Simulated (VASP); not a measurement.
Write the native input for VASP 6.6.1 that does the following.

| Property | Result |
| --- | --- |
| Task | single point |
| Functional | LDA |
| Potentials or basis | VASP PAW LDA potentials, release 64 (Ge_d, Ni_pv) |
| Cutoff | 520 eV |
| k mesh | 8 × 8 × 8 |
| Occupations | gaussian, width 0.02 eV |
| Spin | collinear spin, ferromagnetic start |
| Starting moments | [0.0, 1.0, 1.0, 1.0] μB |
| Further INCAR settings | ALGO = Normal; EDIFF = 1e-06; NBANDS = 43 |

The structure of Ni3Ge lies in POSCAR:

```
Ni3Ge
1.0
    3.5303341067      0.0000000000      0.0000000000
    0.0000000000      3.5303341067      0.0000000000
    0.0000000000      0.0000000000      3.5303341067
Ge Ni
1 3
Cartesian
    0.0000000000      0.0000000000      0.0000000000
    1.7651670534      1.7651670534      0.0000000000
    0.0000000000      1.7651670534      1.7651670534
    1.7651670534      0.0000000000      1.7651670534
```

The cell comes from a database or a generator and needn't be the stable form of this composition.

One way to write it, as run:

INCAR

```
SYSTEM = Ni3Ge
  ALGO = Normal
  EDIFF = 1E-6
  ENCUT = 520
  GGA = CA
  ISIF = 2
  ISMEAR = 0
  ISPIN = 2
  LASPH = .True.
  LCHARG = .False.
  LMAXMIX = 4
  LORBIT = 11
  LREAL = .False.
  LWAVE = .False.
  MAGMOM = 0 1 1 1
  NBANDS = 43
  NELM = 150
  PREC = Accurate
  SIGMA = 0.02
```

KPOINTS

```
k-points
0
Gamma
  8 8 8
  0 0 0
```

Potentials or basis: VASP PAW LDA potentials, release 64 (Ge_d, Ni_pv).

Launch:

```bash
$ cat potpaw_LDA.64/Ge_d/POTCAR potpaw_LDA.64/Ni_pv/POTCAR > POTCAR
$ mpirun -np 1 vasp_std > vasp.out
```

It gave:

The pressure is -8.6 GPa and the band gap on the k mesh is none (metal or under the smearing width). The net moment is 0.00 μB per cell and the valence electrons inside the program's atomic spheres are Ge 12.49; Ni 14.62.

Run time: 51 s on 1 thread of Intel(R) Xeon(R) 6975P-C (Granite Rapids), on a shared host, peak memory 0.21 GiB.
